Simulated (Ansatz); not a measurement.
ZnS (F-43m), random displacements

Level of theory: DFT r2SCAN, scalar-relativistic, plane waves, PAW in Ansatz 0.2.0. The runs took a 500 eV cutoff, a Γ-centred 4×4×4 mesh and Gaussian smearing (0.05 eV). No spin polarisation. Energies are free energies at this smearing, counted from the undisturbed cell; pressure is positive in compression.

Zero of the scan (as given, not relaxed at this level):

```yaml
crystal:
  lattice:
    - [5.40930, 0.00000, 0.00000]
    - [0.00000, -5.40930, 0.00000]
    - [0.00000, 0.00000, -5.40930]
  atoms:
    - { symbol: Zn, position: [0.00000, 0.50000, 0.50000] }
    - { symbol: Zn, position: [0.50000, 0.00000, 0.50000] }
    - { symbol: Zn, position: [0.50000, 0.50000, 0.00000] }
    - { symbol: Zn, position: [0.00000, 0.00000, 0.00000] }
    - { symbol: S, position: [0.75000, 0.75000, 0.75000] }
    - { symbol: S, position: [0.25000, 0.25000, 0.75000] }
    - { symbol: S, position: [0.25000, 0.75000, 0.25000] }
    - { symbol: S, position: [0.75000, 0.25000, 0.25000] }
```

The atoms are displaced (Å, in the unstrained cell):

| atom | ux | uy | uz |
| --- | --- | --- | --- |
| Zn1 | 0.001 | 0.107 | -0.212 |
| Zn2 | 0.264 | 0.037 | 0.519 |
| Zn3 | 0.093 | -0.080 | 0.058 |
| Zn4 | -0.044 | -0.124 | 0.209 |
| S5 | -0.336 | -0.182 | -0.278 |
| S6 | -0.069 | 0.063 | -0.072 |
| S7 | 0.214 | -0.001 | -0.137 |
| S8 | -0.122 | 0.181 | -0.087 |

The cell is not strained.

Q: What are the energy change, the stress and the forces?

A: ΔE = 674.0 meV/atom; stress (xx, yy, zz, yz, xz, xy; compression positive) (12.38, 18.81, 7.56, -10.73, 8.37, -16.47) GPa; gap on the mesh 2.20 eV.
```
atom Fx (eV/Å) Fy Fz
 Zn1      -0.44   -0.92   0.68
 Zn2      -7.27    9.18  -7.98
 Zn3      -2.16    2.91  -2.03
 Zn4      -0.94    1.45  -1.81
  S5       2.92   -1.61   3.28
  S6       1.98   -1.28   0.73
  S7      -3.62    2.27   0.77
  S8       9.52  -12.00   6.35
```

Cost: 1 run of about 0.78 core-minutes, on Intel Xeon Platinum 8259CL (Skylake/Cascade Lake) (shared hosts).